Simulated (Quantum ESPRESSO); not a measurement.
The system is CsPbCl3.

```xyz
5
Lattice="5.6050 0.0000 0.0000 0.0000 5.6050 0.0000 0.0000 0.0000 5.6050" Properties=species:S:1:pos:R:3 pbc="T T T"
Pb    2.8025    2.8025    2.8025
Cs    0.0000    0.0000    0.0000
Cl    2.8025    0.0000    2.8025
Cl    0.0000    2.8025    2.8025
Cl    2.8025    2.8025    0.0000
```

Base run:

```yaml
Program: Quantum ESPRESSO 7.5
Functional: PBEsol
Potentials_or_basis: PseudoDojo 0.4.1 SR PBEsol standard
Cutoff: 789 eV
Density_cutoff: 3157 eV
k_mesh: 6 × 6 × 6, shifted
Occupations: fermi-dirac, width 0.05 eV
Spin: no spin polarisation
```

Its results: pressure 0.2 GPa.

Problem. The run is repeated on the same cell with these changes: k mesh from 6 × 6 × 6, shifted to 2 × 2 × 2, shifted. What comes out?

Solution. Pressure -0.8 GPa.

Caveats: some runs use coarse meshes.
